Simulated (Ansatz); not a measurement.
# Ir (Fm-3m) in Ansatz: settings compared

The runs below take Ir through relaxation of cell and atoms, with RPBE, revPBE.

All numbers are computed with Ansatz 0.2.0; they aren't measurements. Logs are shortened: lines on timing, memory, paths and dates and some standing lists are left out, and cuts for length are marked.

## Step 1: The crystal as given

The structure is cubic, space group Fm-3m (No. 225). The conventional cell has a = 3.831 Å, b = 3.831 Å, c = 3.831 Å, α = 90.00°, β = 90.00°, γ = 90.00°. Around Ir (site symmetry m-3m) lie 12 Ir at 2.71 Å.

## Step 2: Relaxation of cell and atoms, RPBE

input.yaml

```yaml
crystal:
  lattice:
    - [0.0, 1.9156, 1.9156]
    - [1.9156, 0.0, 1.9156]
    - [1.9156, 1.9156, 0.0]
  atoms:
    - { symbol: Ir, position: [0.0, 0.0, 0.0] }
kpoints:
  mp_grid: { grid: [12, 12, 12] }
scf:
  occupations: { method: fermi_dirac, width: 0.05 }
hamiltonian:
  xc: rpbe
  pseudopotentials: { kind: all_electron, lapw: { basis_error: 0.001 } }
output:
  forces: true
  stress: true
relax:
  f_tol: 0.01
  max_steps: 60
  cell: {}
```

Potentials or basis: all-electron LAPW, scalar-relativistic.

Run with:

```console
ansatz run input.yaml --threads 1 --pin off --max-ram 3072MiB --backend cpu --events-out ev --progress --plain --runs-dir out
```

The log of the run:

```text
Warning: RAYON_NUM_THREADS=1 ignored (pool sized by the plan → 1); use --threads N
The last accepted step is kept in <dir> (removed where the run ends without a failure and the disk answers)
LAPW: plane waves up to 8.969 Å⁻¹, error target 1.0e-3 eV per atom; small_component_spin mean_spin; Ir in spheres of 1.314 Å, 41 of its electrons in bands, Dirac shells [] (how accurate: hamiltonian.pseudopotentials.lapw.basis_error, Limitations)
Engine: ansatz 0.2.0, x86_64-unknown-linux-gnu
Pseudopotentials: kind: all_electron
Pseudopotential: Ir, LAPW, valence charge 41, lapw/all_electron/scalar/gaussian/Ir, Koelling and Harmon's equation, gaussian nucleus
Functional definition: RPBE
  parameter kappa = 0.804
  parameter beta = 0.06672455060314922
  exchange = rpbe_x(kappa = kappa, mu = beta*pi^2/3)
  correlation = pbe_c(beta = beta)
Crystal: 1 atoms, lattice volume = 14.059 Å³
Basis set: ecut = 306.51306723435744 eV, 169 PW (Γ), exchange–correlation at level 2
Bands: 25, of which v1, the nominal top of the filled ones, is band 21 counted from 1 (20 counted from 0)
Symmetry: 48 space group operations
Space group: Fm-3m (ITA 225), of the structure as read, at distance tolerance 2.4e-5 Å
k-points: 72 of 1728
Non-local potential: Ir, projectors of the file, none
Initial density: superposition of atomic densities (chi_scale 0.1, normalization cell)
Initial wavefunctions: plane waves of lowest kinetic energy (no species holds an atomic orbital)
Functional: x = rpbe, c = pbe(β = 0.06672455060314922)
iter 1 solved again at ethr=7.21e-5 eV; its pass at ethr=1.00e-1 eV (dr2=2.96e-2 eV) is discarded
SCF iter   1: F=—  HF=-485039.484378 eV  |F-HF|=—  |Δ(HF+E_count)|=         —  Δρ=2.17e-2  dr2=2.98e-2  ethr=7.21e-5  ⟨swp⟩=3.0  Hψ=11563  notcnv=0
preconditioner: auto → none  [metal: Δε(μ)=0.016 eV  Ē_g=14.254 eV  σ=0.050 eV  W_gap=0.08  n_scr=8 (ndim 8)  ℏωp=29.7 eV  f_vac=0.000  D(μ)=0.52/eV (n_scr^D=0)  sad-step TF]
SCF iter   2: F=—  HF=-485039.419652 eV  |F-HF|=—  |Δ(HF+E_count)|=   6.47e-2  Δρ=8.22e-3  dr2=5.16e-3  ethr=7.21e-5  ⟨swp⟩=2.0  Hψ=5477  notcnv=0
SCF iter   3: F=—  HF=-485039.418792 eV  |F-HF|=—  |Δ(HF+E_count)|=         —  Δρ=4.45e-3  dr2=1.48e-3  ethr=1.26e-5  ⟨swp⟩=2.0  Hψ=5177  notcnv=0
the basis was enlarged: its passes take 571.6 KiB over the memory plan, 1 of 1 planned eigensolver slots
iter 4 solved again at ethr=2.64e-7 eV; its pass at ethr=3.62e-6 eV (dr2=1.08e-4 eV) is discarded
SCF iter   4: F=—  HF=-485039.419384 eV  |F-HF|=—  |Δ(HF+E_count)|=   5.93e-4  Δρ=1.15e-3  dr2=1.08e-4  ethr=2.64e-7  ⟨swp⟩=2.0  Hψ=8838  notcnv=0
SCF iter   5: F=—  HF=-485039.419443 eV  |F-HF|=—  |Δ(HF+E_count)|=   5.83e-5  Δρ=5.97e-5  dr2=2.91e-7  ethr=2.64e-7  ⟨swp⟩=2.0  Hψ=5179  notcnv=0
SCF iter   6: F=-485039.419443 eV  HF=-485039.419443 eV  |F-HF|=4.07e-9  |Δ(HF+E_count)|=   2.77e-7  Δρ=3.98e-6  dr2=4.66e-10  ethr=7.10e-10  ⟨swp⟩=3.0  Hψ=5439  notcnv=0
SCF 1 converged in 6 iterations: F = -485039.419443 eV  dr2 = 4.66e-10
relax step   1: F+E_penalty+E_count = -485039.41944294 eV  Δ(F+E_penalty+E_count) = +0.000e0 eV  max|allowed force component| = 0.000e0 eV/Å  Δτ_max = 0.0000 Å  P = +15.344 GPa  Ω = 14.059 Å³  (6 SCF iters, accepted)
Crystal: 1 atoms, lattice volume = 15.675 Å³
Basis set: ecut = 285.062493972303 eV, 169 PW (Γ), exchange–correlation at level 2
Initial density: handed on by an earlier stage of this run
Initial wavefunctions: those handed on with the density
iter 1 solved again at ethr=1.08e-7 eV; its pass at ethr=1.00e-1 eV (dr2=4.43e-5 eV) is discarded
SCF iter   1: F=—  HF=-485039.382538 eV  |F-HF|=—  |Δ(HF+E_count)|=         —  Δρ=6.67e-4  dr2=4.97e-5  ethr=1.08e-7  ⟨swp⟩=5.3  Hψ=10878  notcnv=0
preconditioner: auto → Kerker (q_TF=auto, 3.202 Å⁻¹)  [metal: Δε(μ)=0.020 eV  Ē_g=13.035 eV  σ=0.050 eV  W_gap=0.10  n_scr=14 (ndim 8)  ℏωp=28.1 eV  f_vac=0.000  D(μ)=0.66/eV (n_scr^D=8)]
SCF iter   2: F=—  HF=-485039.382548 eV  |F-HF|=—  |Δ(HF+E_count)|=   9.77e-6  Δρ=4.87e-4  dr2=2.86e-5  ethr=1.08e-7  ⟨swp⟩=2.0  Hψ=5220  notcnv=0
SCF iter   3: F=—  HF=-485039.382562 eV  |F-HF|=—  |Δ(HF+E_count)|=   1.44e-5  Δρ=1.82e-4  dr2=4.92e-6  ethr=6.98e-8  ⟨swp⟩=2.4  Hψ=5252  notcnv=0
SCF iter   4: F=—  HF=-485039.382564 eV  |F-HF|=—  |Δ(HF+E_count)|=   2.06e-6  Δρ=6.09e-5  dr2=6.32e-7  ethr=1.20e-8  ⟨swp⟩=2.7  Hψ=5275  notcnv=0
SCF iter   5: F=—  HF=-485039.382563 eV  |F-HF|=—  |Δ(HF+E_count)|=   8.13e-7  Δρ=2.45e-5  dr2=6.57e-8  ethr=1.54e-9  ⟨swp⟩=2.0  Hψ=5220  notcnv=0
SCF iter   6: F=-485039.382563 eV  HF=-485039.382563 eV  |F-HF|=1.16e-9  |Δ(HF+E_count)|=   8.56e-9  Δρ=1.36e-5  dr2=1.95e-8  ethr=1.60e-10  ⟨swp⟩=2.0  Hψ=5220  notcnv=0
SCF 2 converged in 6 iterations: F = -485039.382563 eV  dr2 = 1.95e-8
relax step   2: F+E_penalty+E_count = -485039.38256314 eV  Δ(F+E_penalty+E_count) = +3.688e-2 eV  max|allowed force component| = 0.000e0 eV/Å  Δτ_max = 0.0000 Å  P = -18.809 GPa  Ω = 15.675 Å³  (6 SCF iters, rejected (line search))
Crystal: 1 atoms, lattice volume = 14.742 Å³
Basis set: ecut = 296.97216404708644 eV, 169 PW (Γ), exchange–correlation at level 2
iter 1 solved again at ethr=2.44e-8 eV; its pass at ethr=1.00e-1 eV (dr2=1.00e-5 eV) is discarded
SCF iter   1: F=—  HF=-485039.446253 eV  |F-HF|=—  |Δ(HF+E_count)|=         —  Δρ=3.99e-4  dr2=1.37e-5  ethr=2.44e-8  ⟨swp⟩=5.5  Hψ=10956  notcnv=0
preconditioner: auto → Kerker (q_TF=auto, 3.235 Å⁻¹)  [metal: Δε(μ)=0.015 eV  Ē_g=13.742 eV  σ=0.050 eV  W_gap=0.07  n_scr=14 (ndim 8)  ℏωp=29.0 eV  f_vac=0.000  D(μ)=0.59/eV (n_scr^D=0)]
SCF iter   2: F=—  HF=-485039.446253 eV  |F-HF|=—  |Δ(HF+E_count)|=   2.08e-8  Δρ=2.92e-4  dr2=8.95e-6  ethr=2.44e-8  ⟨swp⟩=2.0  Hψ=5197  notcnv=0
SCF iter   3: F=—  HF=-485039.446257 eV  |F-HF|=—  |Δ(HF+E_count)|=   3.74e-6  Δρ=1.44e-4  dr2=2.40e-6  ethr=2.18e-8  ⟨swp⟩=2.0  Hψ=5195  notcnv=0
SCF iter   4: F=—  HF=-485039.446257 eV  |F-HF|=—  |Δ(HF+E_count)|=   2.04e-7  Δρ=8.65e-5  dr2=1.03e-6  ethr=5.86e-9  ⟨swp⟩=2.0  Hψ=5196  notcnv=0
SCF iter   5: F=—  HF=-485039.446257 eV  |F-HF|=—  |Δ(HF+E_count)|=   1.35e-7  Δρ=3.02e-5  dr2=1.46e-7  ethr=2.50e-9  ⟨swp⟩=2.0  Hψ=5195  notcnv=0
iter 6 solved again at ethr=2.09e-11 eV; its pass at ethr=3.56e-10 eV (dr2=8.56e-9 eV) is discarded
SCF iter   6: F=-485039.446257 eV  HF=-485039.446257 eV  |F-HF|=1.34e-9  |Δ(HF+E_count)|=   6.14e-8  Δρ=9.23e-6  dr2=8.56e-9  ethr=2.09e-11  ⟨swp⟩=2.0  Hψ=8874  notcnv=0
SCF 3 converged in 6 iterations: F = -485039.446257 eV  dr2 = 8.56e-9
relax step   3: F+E_penalty+E_count = -485039.44625715 eV  Δ(F+E_penalty+E_count) = -2.681e-2 eV  max|allowed force component| = 0.000e0 eV/Å  Δτ_max = 0.0000 Å  P = -1.943 GPa  Ω = 14.742 Å³  (6 SCF iters, accepted)
Crystal: 1 atoms, lattice volume = 14.662 Å³
Basis set: ecut = 298.0522169461968 eV, 169 PW (Γ), exchange–correlation at level 2
iter 1 solved again at ethr=2.58e-9 eV; its pass at ethr=1.00e-1 eV (dr2=1.06e-6 eV) is discarded
SCF iter   1: F=—  HF=-485039.446786 eV  |F-HF|=—  |Δ(HF+E_count)|=         —  Δρ=3.56e-5  dr2=1.53e-7  ethr=2.58e-9  ⟨swp⟩=5.0  Hψ=10148  notcnv=0
preconditioner: auto → Kerker (q_TF=auto, 3.238 Å⁻¹)  [metal: Δε(μ)=0.014 eV  Ē_g=13.806 eV  σ=0.050 eV  W_gap=0.07  n_scr=14 (ndim 8)  ℏωp=29.1 eV  f_vac=0.000  D(μ)=0.59/eV (n_scr^D=0)]
SCF iter   2: F=-485039.446786 eV  HF=-485039.446786 eV  |F-HF|=1.17e-8  |Δ(HF+E_count)|=   3.82e-8  Δρ=2.58e-5  dr2=8.28e-8  ethr=3.73e-10  ⟨swp⟩=2.0  Hψ=5192  notcnv=0
SCF 4 converged in 2 iterations: F = -485039.446786 eV  dr2 = 8.28e-8
relax step   4: F+E_penalty+E_count = -485039.44678559 eV  Δ(F+E_penalty+E_count) = -5.284e-4 eV  max|allowed force component| = 0.000e0 eV/Å  Δτ_max = 0.0000 Å  P = -0.163 GPa  Ω = 14.662 Å³  (2 SCF iters, accepted)
Crystal: 1 atoms, lattice volume = 14.654 Å³
Basis set: ecut = 298.1508304465798 eV, 169 PW (Γ), exchange–correlation at level 2
iter 1 solved again at ethr=1.59e-10 eV; its pass at ethr=1.00e-1 eV (dr2=6.53e-8 eV) is discarded
SCF iter   1: F=—  HF=-485039.446789 eV  |F-HF|=—  |Δ(HF+E_count)|=         —  Δρ=2.91e-5  dr2=1.02e-7  ethr=1.59e-10  ⟨swp⟩=5.0  Hψ=9456  notcnv=0
preconditioner: auto → Kerker (q_TF=auto, 3.239 Å⁻¹)  [metal: Δε(μ)=0.014 eV  Ē_g=13.812 eV  σ=0.050 eV  W_gap=0.07  n_scr=14 (ndim 8)  ℏωp=29.1 eV  f_vac=0.000  D(μ)=0.59/eV (n_scr^D=0)]
SCF iter   2: F=-485039.446789 eV  HF=-485039.446789 eV  |F-HF|=1.01e-8  |Δ(HF+E_count)|=   1.63e-8  Δρ=2.14e-5  dr2=5.77e-8  ethr=1.59e-10  ⟨swp⟩=2.0  Hψ=5192  notcnv=0
SCF 5 converged in 2 iterations: F = -485039.446789 eV  dr2 = 5.77e-8
relax step   5: F+E_penalty+E_count = -485039.44678921 eV  Δ(F+E_penalty+E_count) = -3.621e-6 eV  max|allowed force component| = 0.000e0 eV/Å  Δτ_max = 0.0000 Å  P = +0.002 GPa  Ω = 14.654 Å³  (2 SCF iters, accepted)
iter 1 solved again at ethr=1.52e-10 eV; its pass at ethr=1.00e-1 eV (dr2=6.21e-8 eV) is discarded
SCF iter   1: F=—  HF=-485039.446790 eV  |F-HF|=—  |Δ(HF+E_count)|=         —  Δρ=2.14e-5  dr2=5.69e-8  ethr=1.52e-10  ⟨swp⟩=6.8  Hψ=10890  notcnv=0
SCF iter   2: F=-485039.446790 eV  HF=-485039.446790 eV  |F-HF|=5.30e-9  |Δ(HF+E_count)|=   1.69e-8  Δρ=1.58e-5  dr2=3.22e-8  ethr=1.39e-10  ⟨swp⟩=2.0  Hψ=5192  notcnv=0
SCF 6 converged in 2 iterations: F = -485039.446790 eV  dr2 = 3.22e-8
relax step   6: F+E_penalty+E_count = -485039.44678989 eV  Δ(F+E_penalty+E_count) = -6.764e-7 eV  max|allowed force component| = 0.000e0 eV/Å  Δτ_max = 0.0000 Å  P = +0.002 GPa  Ω = 14.654 Å³  stress off target by 2.14e-3 GPa  SCF on the basis re-selected at this cell (its energy is not comparable with the rows above)  (2 SCF iters)
basis re-selected at this cell: Δ(F+E_penalty+E_count) = -6.764e-7 eV, ΔP = +0.000 GPa vs the last step (what re-selecting the basis moved, after the strain that the cell walked since its last selection, with what the two solves' SCF thresholds leave and, on support functions, any second-order correction that the steps lacked; it is no measure of the basis error at this ecutwfc). This SCF's stress stands 2.14e-3 GPa from its target on what of the cell is left free (relax.cell.stress_tol is 5.00e-2 GPa) and its largest allowed force component is 0.00e0 eV/Å (relax.f_tol is 1.00e-2 eV/Å): within both
SCF converged after 2 iterations
Free energy (F): -485039.446790 eV
Harris-Foulkes:  -485039.446790 eV  (|F-HF|=5.30e-9)
Internal energy: -485039.441730 eV  (E = F + TS)
E sigma→0 (E₀):  -485039.444260 eV
Entropy (-TS):   -0.005060 eV (-5.060 meV/atom)
Fermi energy:    30.763964 eV
--- Per-component energies (eV) ---
  E_band       = -2912.948317
  E_kinetic    = 548849.798495
  E_xc         = -9488.547691
  E_electrostatic = -1024400.692533  (all electrons and nuclei)
  E_smearing   = -0.005060  (= −TS)
  E_closure    = 0.000000  (closes the sum)
  E_atoms      = -485030.808112  (free atoms, spherical and without spin; not in F)
  Σ components = -485039.446790   (vs F -485039.446790, Δ=0.00e0)
  Basis errors (estimates in eV, not in F): energy 2.4e-4 per atom: plane waves 2.0e-4 (1.1e-4 summed), levels above the bands 1.8e-100, relativity 2.2e-7, radial functions 4.5e-5, core shells 7.0e-7; eigenvalues (radial functions only) 1.6e-6; not estimated: angular momenta, meshes, grids; target (lapw.basis_error) 1.0e-3; muffin-tin radii Ir 1.332 Å
--- Forces (eV/Å), atoms counted from 1 ---
  atom   1  Ir    -0.00000000     0.00000000     0.00000000
  max |Σ_I F_I| component: 1.07e-31 eV/Å
--- Stress (GPa, compression-positive) ---
        0.002142      -0.000000      -0.000000
       -0.000000       0.002142      -0.000000
       -0.000000      -0.000000       0.002142
  P = ⅓ Tr σ = 0.0021 GPa (0.021 kbar)
--- Relaxed structure (5 steps of the walk, 4 accepted, 1 SCFs on fresh bases) ---
  F+E_penalty+E_count = -485039.44678989 eV   max|allowed force component| = 0.000e0 eV/Å   (the final SCF, on the basis selected at the relaxed cell)
  cell:  # Å, volume = 14.6543 Å³
    - [-1.8072634001075306e-34, 1.9422776545000195, 1.9422776545000195]
    - [1.9422776545000195, 1.791328052213616e-35, 1.9422776545000195]
    - [1.9422776545000195, 1.9422776545000195, -1.0787857975896132e-34]
  atoms:
    - { symbol: Ir, position: [0.0, 0.0, 0.0] }
```

Run time: 12 s. Hardware: 1 thread of AMD EPYC 9R45 (Zen 5), shared host; peak memory 0.35 GiB.

Results:

```yaml
Free_energy: -485039.4468 eV
Relaxed_volume: 14.65 Å³/atom
Relaxed_cell: a = 2.747 Å, b = 2.747 Å, c = 2.747 Å, α = 60.00°, β = 60.00°, γ = 60.00°
Space_group_after_relaxing_to_0.05_Å: Fm-3m (No. 225)
Energy_gained_by_relaxing: 27.3 meV/atom
Ionic_steps: 5
Pressure_after_relaxing: 0.0 GPa
```

Step by step:
```csv
step,energy change (eV),largest force (eV/Å),volume (Å³)
1,0.0000,0.0000,14.06
2,-0.0268,0.0000,14.74
3,-0.0273,0.0000,14.66
4,-0.0273,0.0000,14.65
5,-0.0273,0.0000,14.65
```

Final structure:
```yaml
crystal:
  lattice:
    - [0.00000, 1.94228, 1.94228]
    - [1.94228, 0.00000, 1.94228]
    - [1.94228, 1.94228, 0.00000]
  atoms:
    - { symbol: Ir, position: [0.00000, 0.00000, 0.00000] }
```

## Step 3: Relaxation of cell and atoms, revPBE

input.yaml, as its differences from that of step 2:

```diff
@@ -12,3 +12,3 @@
 hamiltonian:
-  xc: rpbe
+  xc: revpbe
   pseudopotentials: { kind: all_electron, lapw: { basis_error: 0.001 } }
```

Potentials or basis: all-electron LAPW, scalar-relativistic.

Run with:

```console
ansatz run input.yaml --threads 1 --pin off --max-ram 3072MiB --backend cpu --events-out ev --progress --plain --runs-dir out
```

It took 12 s on 1 thread of AMD EPYC 9R45 (Zen 5), shared host; peak memory 0.36 GiB.

Results (log left out):

* Free energy: -485035.5720 eV
* Relaxed volume: 14.60 Å³/atom
* Relaxed cell: a = 2.744 Å, b = 2.744 Å, c = 2.744 Å, α = 60.00°, β = 60.00°, γ = 60.00°
* Space group after relaxing (to 0.05 Å): Fm-3m (No. 225)
* Energy gained by relaxing: 23.1 meV/atom
* Ionic steps: 5
* Pressure after relaxing: 0.0 GPa

Step by step:
```tsv
step	energy change (eV)	largest force (eV/Å)	volume (Å³)
1	0.0000	0.0000	14.06
2	-0.0227	0.0000	14.68
3	-0.0231	0.0000	14.61
4	-0.0231	0.0000	14.60
5	-0.0231	0.0000	14.60
```

Final structure:
```xyz
1
Lattice="0.0000 1.9400 1.9400 1.9400 0.0000 1.9400 1.9400 1.9400 0.0000" Properties=species:S:1:pos:R:3 pbc="T T T"
Ir    0.0000    0.0000    0.0000
```

Spin-orbit coupling is left out, which matters for the levels of Ir. revPBE gives volumes clearly too large for solids.
